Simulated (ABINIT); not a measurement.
Set up this calculation in ABINIT 10.8.3 (patched build), as the native input.

```
Task                : band structure
Functional          : LDA-PZ
Potentials or basis : JTH PAW LDA v2.0
Cutoff              : 463 eV
k mesh              : 12 × 12 × 12
Occupations         : fermi-dirac, width 0.05 eV
Spin                : no spin polarisation
Fine-grid cutoff    : 925.187 eV
```

The system is Ir.

```xyz
1
Lattice="0.0000 1.9156 1.9156 1.9156 0.0000 1.9156 1.9156 1.9156 0.0000" Properties=species:S:1:pos:R:3 pbc="T T T"
Ir    0.0000    0.0000    0.0000
```

The input as run:

run.abi

```
ndtset 2

pp_dirpath "./"
pseudos "Ir.LDA_PW-JTH.xml"

acell 3*1.0 Angstrom
rprim
     0.0000000000     1.9156000000     1.9156000000
     1.9156000000     0.0000000000     1.9156000000
     1.9156000000     1.9156000000     0.0000000000
ntypat 1
znucl 77
natom 1
typat 1
xcart
     0.0000000000     0.0000000000     0.0000000000 Angstrom

ecut 462.593566 eV
pawecutdg 34.0

ixc 2

occopt 3
tsmear 0.00183747

nstep 100

iomode 3
prtwf 0
prteig 0
prtebands 0
enunit 1
prtden1 1

kptopt1 1
ngkpt1 12 12 12
nshiftk1 1
shiftk1 0.0 0.0 0.0
nband1 12
tolvrs1 1.0e-9

iscf2 -2
getden2 1
nband2 18
nbdbuf2 4
tolwfr2 1.0e-11
kptopt2 -9
ndivsm2 5
prteig2 1
prtvol2 -3
kptbounds2
     0.0000000000     0.0000000000     0.0000000000
     0.5000000000     0.0000000000     0.5000000000
     0.5000000000     0.2500000000     0.7500000000
     0.3750000000     0.3750000000     0.7500000000
     0.0000000000     0.0000000000     0.0000000000
     0.5000000000     0.5000000000     0.5000000000
     0.6250000000     0.2500000000     0.6250000000
     0.5000000000     0.2500000000     0.7500000000
     0.5000000000     0.5000000000     0.5000000000
     0.3750000000     0.3750000000     0.7500000000
```

Potentials or basis: JTH PAW LDA v2.0.

Command:

```sh
$ abinit run.abi > log 2>&1
```

It gave:

| Quantity | Value |
| --- | --- |
| Pressure | -6.9 GPa |
| Band gap on the k mesh | none (metal or under the smearing width) |
| Valence electrons inside the program's atomic spheres | Ir 13.63 (radii [1.3286] Å) |

Caveat: spin-orbit coupling is left out, which moves the levels of the heavy elements.

It took 12 s on 1 thread of Arm Neoverse V2, on a shared host, peak memory 0.12 GiB.
